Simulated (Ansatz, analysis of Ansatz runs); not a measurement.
**Reproducing a measured local vibrational mode: N-H pair in ZnO**

How near does this set-up come to the measured local vibrational mode? Subject: N-H pair in ZnO. Set-up: HSE06, 72-site cell, PBE lattice, 420 eV, k: the zone centre alone, relaxed with the hybrid, anharmonic cut along the mode. The model is a cell of 72 host atoms with N put on another atom's site and H put in between. The frequencies come from force constants among the defect atom and its neighbours, with the masses of the isotopes named. Exact exchange opens the gap, stiffens bonds and lessens the self-interaction error, at many times the cost.

What was measured. N-H stretch, 1H: 3150.6 cm⁻¹, by FTIR absorption (quoted in “Hydrogen-related defects in hydrothermally grown ZnO studied by Fourier Transform Infrared Spectroscopy”, 2010, Halvard Haug, quoting earlier work (2007)). N-D stretch, 2H: 2339.7 cm⁻¹, by FTIR absorption (quoted in “Hydrogen-related defects in hydrothermally grown ZnO studied by Fourier Transform Infrared Spectroscopy”, 2010, Halvard Haug, quoting earlier work (2007)). The calculation is set beside it at the end.

Calculated with Ansatz 0.2.0; plane-wave PAW DFT, HSE06; relaxation of all atoms of a defect supercell.

Report form: the programs' logs are mostly left out.

**1. The structure**

The cell holds 73 atoms: 36 Zn, 35 O, 1 N and 1 H. Its edges and angles: a = 9.839 Å, b = 9.839 Å, c = 10.587 Å, α = 90.0°, β = 90.0°, γ = 120.0°. It derives from ZnO (space group P6_3mc). Nearest the centre at fractional (0.502, 0.584, 0.424): H73 at 0.52 Å, N36 at 0.52 Å, Zn46 at 1.88 Å, Zn38 at 1.88 Å, Zn33 at 1.90 Å, Zn14 at 2.52 Å, O60 at 2.87 Å, O68 at 2.87 Å.

The host's primitive cell comes from a first run (plane-wave PAW DFT, PBE; relaxation of the host's cell and atoms): vectors of 3.280, 3.280 and 5.293 Å. That is 12.33 Å³ an atom, 3.6 % over the diffraction cell's volume. The supercell is built on it.

**2. Relaxation, charge 0**

Every later number rests on the structure around the defect, so the atoms are relaxed at the host's lattice first.

The input, relax/input.yaml:

```yaml
relax:
  f_tol: 0.01
  max_steps: 80
  random_displacement: { amplitude: 0.02, seed: 30 }
crystal:
  lattice:
    - [9.83856037, 0.0, 0.0]
    - [-4.91928019, 8.52044322, 0.0]
    - [0.0, 0.0, 10.58650121]
  atoms:
    - { symbol: Zn, position: [0.111111111, 0.222222222, 0.249983547] }
    - { symbol: Zn, position: [0.222222222, 0.111111111, -1.6453e-05] }
    - { symbol: O, position: [0.222222222, 0.111111111, 0.189521453] }
    - { symbol: O, position: [0.111111111, 0.222222222, 0.439521453] }
    - { symbol: Zn, position: [0.111111111, 0.222222222, 0.749983547] }
    - { symbol: Zn, position: [0.222222222, 0.111111111, 0.499983547] }
    - { symbol: O, position: [0.222222222, 0.111111111, 0.689521453] }
    - { symbol: O, position: [0.111111111, 0.222222222, 0.939521453] }
    - { symbol: Zn, position: [0.111111111, 0.555555556, 0.249983547] }
    - { symbol: Zn, position: [0.222222222, 0.444444444, -1.6453e-05] }
    - { symbol: O, position: [0.222222222, 0.444444444, 0.189521453] }
    - { symbol: O, position: [0.111111111, 0.555555556, 0.439521453] }
    - { symbol: Zn, position: [0.111111111, 0.555555556, 0.749983547] }
    - { symbol: Zn, position: [0.222222222, 0.444444444, 0.499983547] }
    - { symbol: O, position: [0.222222222, 0.444444444, 0.689521453] }
    - { symbol: O, position: [0.111111111, 0.555555556, 0.939521453] }
    - { symbol: Zn, position: [0.111111111, 0.888888889, 0.249983547] }
    - { symbol: Zn, position: [0.222222222, 0.777777778, -1.6453e-05] }
    - { symbol: O, position: [0.222222222, 0.777777778, 0.189521453] }
    - { symbol: O, position: [0.111111111, 0.888888889, 0.439521453] }
    - { symbol: Zn, position: [0.111111111, 0.888888889, 0.749983547] }
    - { symbol: Zn, position: [0.222222222, 0.777777778, 0.499983547] }
    - { symbol: O, position: [0.222222222, 0.777777778, 0.689521453] }
    - { symbol: O, position: [0.111111111, 0.888888889, 0.939521453] }
    - { symbol: Zn, position: [0.444444444, 0.222222222, 0.249983547] }
    - { symbol: Zn, position: [0.555555556, 0.111111111, -1.6453e-05] }
    - { symbol: O, position: [0.555555556, 0.111111111, 0.189521453] }
    - { symbol: O, position: [0.444444444, 0.222222222, 0.439521453] }
    - { symbol: Zn, position: [0.444444444, 0.222222222, 0.749983547] }
    - { symbol: Zn, position: [0.555555556, 0.111111111, 0.499983547] }
    - { symbol: O, position: [0.555555556, 0.111111111, 0.689521453] }
    - { symbol: O, position: [0.444444444, 0.222222222, 0.939521453] }
    - { symbol: Zn, position: [0.444444444, 0.555555556, 0.249983547] }
    - { symbol: Zn, position: [0.555555556, 0.444444444, -1.6453e-05] }
    - { symbol: O, position: [0.555555556, 0.444444444, 0.189521453] }
    - { symbol: "N", position: [0.444444444, 0.555555556, 0.439521453] }
    - { symbol: Zn, position: [0.444444444, 0.555555556, 0.749983547] }
    - { symbol: Zn, position: [0.555555556, 0.444444444, 0.499983547] }
    - { symbol: O, position: [0.555555556, 0.444444444, 0.689521453] }
    - { symbol: O, position: [0.444444444, 0.555555556, 0.939521453] }
    - { symbol: Zn, position: [0.444444444, 0.888888889, 0.249983547] }
    - { symbol: Zn, position: [0.555555556, 0.777777778, -1.6453e-05] }
    - { symbol: O, position: [0.555555556, 0.777777778, 0.189521453] }
    - { symbol: O, position: [0.444444444, 0.888888889, 0.439521453] }
    - { symbol: Zn, position: [0.444444444, 0.888888889, 0.749983547] }
    - { symbol: Zn, position: [0.555555556, 0.777777778, 0.499983547] }
    - { symbol: O, position: [0.555555556, 0.777777778, 0.689521453] }
    - { symbol: O, position: [0.444444444, 0.888888889, 0.939521453] }
    - { symbol: Zn, position: [0.777777778, 0.222222222, 0.249983547] }
    - { symbol: Zn, position: [0.888888889, 0.111111111, -1.6453e-05] }
    - { symbol: O, position: [0.888888889, 0.111111111, 0.189521453] }
    - { symbol: O, position: [0.777777778, 0.222222222, 0.439521453] }
    - { symbol: Zn, position: [0.777777778, 0.222222222, 0.749983547] }
    - { symbol: Zn, position: [0.888888889, 0.111111111, 0.499983547] }
    - { symbol: O, position: [0.888888889, 0.111111111, 0.689521453] }
    - { symbol: O, position: [0.777777778, 0.222222222, 0.939521453] }
    - { symbol: Zn, position: [0.777777778, 0.555555556, 0.249983547] }
    - { symbol: Zn, position: [0.888888889, 0.444444444, -1.6453e-05] }
    - { symbol: O, position: [0.888888889, 0.444444444, 0.189521453] }
    - { symbol: O, position: [0.777777778, 0.555555556, 0.439521453] }
    - { symbol: Zn, position: [0.777777778, 0.555555556, 0.749983547] }
    - { symbol: Zn, position: [0.888888889, 0.444444444, 0.499983547] }
    - { symbol: O, position: [0.888888889, 0.444444444, 0.689521453] }
    - { symbol: O, position: [0.777777778, 0.555555556, 0.939521453] }
    - { symbol: Zn, position: [0.777777778, 0.888888889, 0.249983547] }
    - { symbol: Zn, position: [0.888888889, 0.777777778, -1.6453e-05] }
    - { symbol: O, position: [0.888888889, 0.777777778, 0.189521453] }
    - { symbol: O, position: [0.777777778, 0.888888889, 0.439521453] }
    - { symbol: Zn, position: [0.777777778, 0.888888889, 0.749983547] }
    - { symbol: Zn, position: [0.888888889, 0.777777778, 0.499983547] }
    - { symbol: O, position: [0.888888889, 0.777777778, 0.689521453] }
    - { symbol: O, position: [0.777777778, 0.888888889, 0.939521453] }
    - { symbol: H, position: [0.560109001, 0.613387999, 0.408034453] }
basis:
  ecutwfc: 420
  xc_grid: 2
hamiltonian:
  xc: hse06
kpoints:
  mp_grid: { grid: [1, 1, 1] }
scf:
  occupations: { method: fermi_dirac, width: 0.01 }
  max_iter: 120
output:
  forces: true
checkpoint:
  write: "../relax.run"
  compress: false
  write_wavefunctions: true
  write_every: 100000
```

Started as:

```sh
> ansatz run input.yaml --threads 32 --pin off --max-ram 84787MiB --backend cuda --events-out ev --progress --plain --runs-dir out --max-vram 78GiB
```

Wall time 28 s (1 × NVIDIA GB200 with 32 threads of Arm Neoverse V2, shared host); peak memory 1.8 GiB.

The steps of the relaxation:

| step | energy less that of the first step (eV) | largest force component (eV/Å) |
| --- | --- | --- |
| 1 | 0.0000 | 1.5948 |
| 2 | -0.3842 | 0.8433 |
| 3 | -0.5204 | 0.2548 |
| 4 | -0.5188 | 0.6126 |
| 5 | -0.5292 | 0.0453 |
| 6 | -0.5296 | 0.0253 |
| 7 | -0.5297 | 0.0086 |

Relaxation step 4 was tried and not accepted.

The atoms that moved most (Å, from the sites as typed, ahead of the random displacement):

| atom | dx | dy | dz | length |
| --- | --- | --- | --- | --- |
| N36 | 0.143 | 0.082 | -0.054 | 0.174 |
| H73 | 0.130 | 0.073 | -0.047 | 0.156 |
| Zn38 | 0.016 | -0.106 | 0.085 | 0.136 |
| Zn46 | -0.083 | 0.066 | 0.084 | 0.136 |
| Zn33 | -0.074 | -0.042 | -0.086 | 0.121 |
| Zn14 | 0.081 | 0.046 | -0.038 | 0.100 |
| O11 | -0.055 | -0.031 | -0.048 | 0.079 |
| O39 | 0.022 | -0.023 | 0.060 | 0.068 |

Neighbours of the ideal centre at the end:

| atom | distance (Å) |
| --- | --- |
| N36 | 0.347 |
| H73 | 0.676 |
| Zn38 | 1.997 |
| Zn46 | 1.999 |
| Zn33 | 2.010 |
| Zn14 | 2.419 |
| O60 | 2.870 |
| O68 | 2.872 |

Neighbours of the added atoms: H73: N36 1.02, Zn38 2.07, Zn46 2.07 Å.

This step gave:

| Quantity | Value |
| --- | --- |
| free energy | -139751.2867 eV |

The relaxation ends 7.3 meV an atom lower than the displaced start, with a largest force component of 0.0086 eV/Å.

**3. Local vibrational modes**

A local mode lives on the defect and the atoms next to it, so only the sites listed in the input are displaced, which costs far fewer SCF runs than the whole cell would.

This step: plane-wave PAW DFT, HSE06; finite-displacement force constants among the atoms nearest to a defect, the others at rest.

The input, modes/input.yaml:

```yaml
crystal:
  lattice:
    - [9.83856037, 0.0, 0.0]
    - [-4.91928019, 8.52044322, 0.0]
    - [0.0, 0.0, 10.58650121]
  atoms:
    - { symbol: Zn, position: [0.1090715, 0.220631048, 0.249669142] }
    - { symbol: Zn, position: [0.220787303, 0.110391191, 0.000441508] }
    - { symbol: O, position: [0.220526713, 0.110078615, 0.189807602] }
    - { symbol: O, position: [0.115171455, 0.226001757, 0.439135573] }
    - { symbol: Zn, position: [0.113161073, 0.224044796, 0.74804404] }
    - { symbol: Zn, position: [0.220717792, 0.109069312, 0.499784276] }
    - { symbol: O, position: [0.222306372, 0.110489991, 0.689248748] }
    - { symbol: O, position: [0.110518395, 0.221523707, 0.937516181] }
    - { symbol: Zn, position: [0.10907413, 0.555375822, 0.249674314] }
    - { symbol: Zn, position: [0.220338073, 0.443638072, -0.003646339] }
    - { symbol: O, position: [0.214818885, 0.440877535, 0.18500491] }
    - { symbol: O, position: [0.115182782, 0.556085078, 0.439140188] }
    - { symbol: Zn, position: [0.113162501, 0.556048811, 0.748040187] }
    - { symbol: Zn, position: [0.233149679, 0.450016094, 0.496446567] }
    - { symbol: O, position: [0.226433155, 0.446681063, 0.686326509] }
    - { symbol: O, position: [0.110516371, 0.555931249, 0.937512517] }
    - { symbol: Zn, position: [0.108545836, 0.887738445, 0.250205046] }
    - { symbol: Zn, position: [0.220790979, 0.7773339, 0.000436001] }
    - { symbol: O, position: [0.220526274, 0.777380446, 0.189803095] }
    - { symbol: O, position: [0.107673965, 0.887292872, 0.439588884] }
    - { symbol: Zn, position: [0.110039575, 0.888482981, 0.750570091] }
    - { symbol: Zn, position: [0.220729058, 0.778566226, 0.499781162] }
    - { symbol: O, position: [0.22230786, 0.778749138, 0.689247507] }
    - { symbol: O, position: [0.10959052, 0.888264747, 0.939955148] }
    - { symbol: Zn, position: [0.443412877, 0.222189849, 0.24998374] }
    - { symbol: Zn, position: [0.555787065, 0.111366782, 0.001586954] }
    - { symbol: O, position: [0.554999085, 0.110979701, 0.190409383] }
    - { symbol: O, position: [0.442413157, 0.216852584, 0.439602103] }
    - { symbol: Zn, position: [0.443181331, 0.219241223, 0.752686766] }
    - { symbol: Zn, position: [0.557810868, 0.112372845, 0.500793802] }
    - { symbol: O, position: [0.556837679, 0.111895249, 0.690199792] }
    - { symbol: O, position: [0.442971151, 0.220384078, 0.940899659] }
    - { symbol: Zn, position: [0.434462659, 0.550722218, 0.241885498] }
    - { symbol: Zn, position: [0.555338243, 0.443701663, -0.001517321] }
    - { symbol: O, position: [0.553432756, 0.442753865, 0.186826913] }
    - { symbol: "N", position: [0.463777264, 0.565369746, 0.434392246] }
    - { symbol: Zn, position: [0.447195308, 0.557080729, 0.75024132] }
    - { symbol: Zn, position: [0.550969535, 0.432184152, 0.508022147] }
    - { symbol: O, position: [0.556501995, 0.441912781, 0.695225517] }
    - { symbol: O, position: [0.4438645, 0.555411408, 0.939446089] }
    - { symbol: Zn, position: [0.443408845, 0.888184005, 0.249983414] }
    - { symbol: Zn, position: [0.555338341, 0.778596051, -0.001518794] }
    - { symbol: O, position: [0.553436732, 0.777647459, 0.186821738] }
    - { symbol: O, position: [0.442419206, 0.892503977, 0.439600363] }
    - { symbol: Zn, position: [0.443189836, 0.890878461, 0.752670855] }
    - { symbol: Zn, position: [0.550993164, 0.785700724, 0.507966033] }
    - { symbol: O, position: [0.556509142, 0.781536988, 0.695200543] }
    - { symbol: O, position: [0.442971033, 0.889540458, 0.940888238] }
    - { symbol: Zn, position: [0.777036896, 0.221988861, 0.250189581] }
    - { symbol: Zn, position: [0.888991757, 0.111375042, 0.000138291] }
    - { symbol: O, position: [0.887256794, 0.110037907, 0.189625853] }
    - { symbol: O, position: [0.779531068, 0.223234728, 0.43957904] }
    - { symbol: Zn, position: [0.77909953, 0.223022853, 0.750239632] }
    - { symbol: Zn, position: [0.891908612, 0.113258097, 0.499443384] }
    - { symbol: O, position: [0.890753405, 0.112720304, 0.688944871] }
    - { symbol: O, position: [0.777685179, 0.222316324, 0.939722916] }
    - { symbol: Zn, position: [0.774200466, 0.553102558, 0.250571192] }
    - { symbol: Zn, position: [0.888992925, 0.444562485, 0.00014249] }
    - { symbol: O, position: [0.887254887, 0.444163695, 0.189631303] }
    - { symbol: O, position: [0.776329682, 0.552917783, 0.440782658] }
    - { symbol: Zn, position: [0.780160244, 0.555834444, 0.751039903] }
    - { symbol: Zn, position: [0.89191112, 0.445587263, 0.499441123] }
    - { symbol: O, position: [0.890752369, 0.444977908, 0.688942243] }
    - { symbol: O, position: [0.77823678, 0.555723472, 0.939986025] }
    - { symbol: Zn, position: [0.774205527, 0.888042362, 0.250567203] }
    - { symbol: Zn, position: [0.887604432, 0.77727574, 0.001453469] }
    - { symbol: O, position: [0.88584419, 0.776391253, 0.190944605] }
    - { symbol: O, position: [0.776359924, 0.89036489, 0.440770289] }
    - { symbol: Zn, position: [0.780153161, 0.891265905, 0.751036087] }
    - { symbol: Zn, position: [0.885644821, 0.776290027, 0.500520173] }
    - { symbol: O, position: [0.888199009, 0.777570525, 0.689864769] }
    - { symbol: O, position: [0.778237259, 0.889458101, 0.939980954] }
    - { symbol: H, position: [0.577579025, 0.622124671, 0.403600342] }
basis:
  ecutwfc: 420
  xc_grid: 2
hamiltonian:
  xc: hse06
kpoints:
  mp_grid: { grid: [1, 1, 1] }
scf:
  occupations: { method: fermi_dirac, width: 0.01 }
  max_iter: 120
output: {}
checkpoint:
  read: "../relax.run"
phonons:
  supercell: [1, 1, 1]
  displaced_sites: [35, 72]
```

Wall time 34 s (1 × NVIDIA GB200 with 32 threads); peak memory 2.8 GiB; 2.7 min of CPU time.

Read from the output:

```yaml
free_energy: -139751.2867 eV
```

The modes with the largest weight on the probed atoms (the light atom of a pair), for the masses of each isotope. Modes of the displaced atoms (local only where they lie over the host's phonons):

| isotopes | mode (cm⁻¹) | share of the defect atoms |
| --- | --- | --- |
| H | 3409 | 0.933 |
| H | 759.6 | 0.973 |
| H | 757.7 | 0.968 |
| D | 2491 | 0.873 |
| D | 551.3 | 0.831 |
| D | 547.5 | 0.879 |

**4. Point 1 along the mode**

A light atom samples the curved part of its well, so the energy is mapped along the mode and the one-dimensional Schrödinger equation solved on it.

This step: plane-wave PAW DFT, HSE06; single point of a defect supercell.

cut0/input.yaml, as its differences from modes/input.yaml of step 3:

```diff
@@ -41,3 +41,3 @@
     - { symbol: O, position: [0.553432756, 0.442753865, 0.186826913] }
-    - { symbol: "N", position: [0.463777264, 0.565369746, 0.434392246] }
+    - { symbol: "N", position: [0.466066772, 0.566511654, 0.433776302] }
     - { symbol: Zn, position: [0.447195308, 0.557080729, 0.75024132] }
@@ -78,3 +78,3 @@
     - { symbol: O, position: [0.778237259, 0.889458101, 0.939980954] }
-    - { symbol: H, position: [0.577579025, 0.622124671, 0.403600342] }
+    - { symbol: H, position: [0.545662538, 0.606205715, 0.412302953] }
 basis:
@@ -89,7 +89,5 @@
   max_iter: 120
-output: {}
+output:
+  forces: true
 checkpoint:
   read: "../relax.run"
-phonons:
-  supercell: [1, 1, 1]
-  displaced_sites: [35, 72]
```

The job ended after 8.6 s (1 × NVIDIA GB200 with 32 threads; peak memory 1.8 GiB).

Read from the output:

* free energy: -139747.2351 eV

The series, run alike:

| run | outcome | energy less the first (eV) | moment (μB) | time |
| --- | --- | --- | --- | --- |
| point 1 along the mode | converged | 0.0000 | 0.00 | 8.6 s |
| point 2 along the mode | converged | -2.3034 | 0.00 | 8.1 s |
| point 3 along the mode | converged | -3.3722 | 0.00 | 8.2 s |
| point 4 along the mode | converged | -3.9097 | 0.00 | 6.5 s |
| point 5 along the mode | converged | -3.9515 | 0.00 | 6.9 s |
| point 6 along the mode | converged | -3.7084 | 0.00 | 6.8 s |
| point 7 along the mode | converged | -3.4095 | 0.00 | 7.4 s |
| point 8 along the mode | converged | -3.0263 | 0.00 | 6.9 s |
| point 9 along the mode | converged | -2.6288 | 0.00 | 6.7 s |

**5. Anharmonic fundamental**

Analysis of the runs above: one-dimensional Schroedinger equation on a polynomial through HSE06 energies along the local mode.

It gives:

```yaml
stretch: 3256 cm⁻¹
stretch_d: 2404 cm⁻¹
stretch_harmonic: 3409 cm⁻¹
stretch_d_harmonic: 2491 cm⁻¹
```

Energy against normal coordinate:

| normal coordinate (amu½ Å) | energy (eV) |
| --- | --- |
| -0.298 | 4.05 |
| -0.219 | 1.75 |
| -0.149 | 0.679 |
| -0.075 | 0.142 |
| 0.000 | 0 |
| 0.075 | 0.100 |
| 0.149 | 0.343 |
| 0.219 | 0.642 |
| 0.298 | 1.03 |
| 0.378 | 1.42 |

**6. Summary of results**

| Quantity | Value |
| --- | --- |
| distance from the defect atom to its nearest neighbour | 1.023 Å |
| N-H stretch, 1H | 3256 cm⁻¹ |
| N-D stretch, 2H | 2404 cm⁻¹ |
| time of the whole chain | 2.2 min on 32 threads and a graphics card |

In words: N-H stretch, 1H: computed 3256 cm⁻¹, measured 3150.6 cm⁻¹; 106 cm⁻¹ (3 %) above the measurement. N-D stretch, 2H: computed 2404 cm⁻¹, measured 2339.7 cm⁻¹; 65 cm⁻¹ (3 %) above the measurement. The anharmonic cut moves the N-H stretch, 1H from 3409 to 3256 cm⁻¹; a straight cut leaves out the coupling to the other modes. Only the named neighbours move, so modes near the host's band are approximate. Limits: the zone centre alone is a coarse sampling for this cell.

[Logs are printed without paths, hosts, clocks, repeated set-up lines and the standing remarks that a program may print on its own settings, such as how far it seeks lower states.]

[Hosts, paths, dates, database ids (printed as entryN), source tags and the programs' standing remarks are cut or masked in the printed files.]

[For some hosts the program warned that the k-mesh of the response run may be too coarse for force constants and the static dielectric constant; such warnings are not shown here.]
